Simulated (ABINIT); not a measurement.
Here is an ABINIT 10.8.3 (patched build) calculation.

File run.abi:

```
# Pseudopotentials
pp_dirpath "./"
pseudos "Ga.upf, P.upf"

# Structure
acell 3.8540855109 3.8540855109 3.8540855109 Angstrom
rprim
     0.0000000000     0.7071067812     0.7071067812
     0.7071067812     0.0000000000     0.7071067812
     0.7071067812     0.7071067812     0.0000000000
ntypat 2
znucl 31 15
natom 2
typat 1 2
xred
     0.0000000000     0.0000000000     0.0000000000
     0.7500000000     0.7500000000     0.7500000000

# Plane-wave basis
ecut 979.609905 eV

# k points
kptopt 1
ngkpt 6 6 6
nshiftk 1
shiftk 0.0 0.0 0.0

# Exchange and correlation
ixc -116133

# Bands and occupations
nband 13
occopt 3
tsmear 0.05 eV

# SCF cycle
nstep 100
tolvrs 1.0e-10

# Output
iomode 3
prtwf 0
prtden 0
prteig 0
prtebands 0
enunit 1
```

Potentials or basis: PseudoDojo NC SR PBEsol v0.4.1 standard.

Run with:

```sh
$ abinit run.abi > log 2>&1
```

Question: Predict the pressure.

Answer: -1.4 GPa.

Question: What does it give for the band gap on the k mesh?

Answer: 1.51 eV, indirect (least direct gap 1.73 eV).

**What was measured.**

From “Stacking defects in GaP nanowires: Electronic structure and optical properties”, 2018, arxiv:1810.01194, for a bulk crystal of GaP at 10 K: band gap 2.34 eV (indirect).

Measured gap of GaP: 2.34 eV (indirect; 10 K; quoted in “Stacking defects in GaP nanowires: Electronic structure and optical properties”, 2018, arxiv:1810.01194). This calculation gives 1.51 eV (-0.83 eV). Spin-orbit coupling on Ga is left out. The value is that of PBEsol on a finite k mesh, which can miss the band edges, without temperature or zero-point motion. Semilocal functionals fall short of measured gaps as a rule.
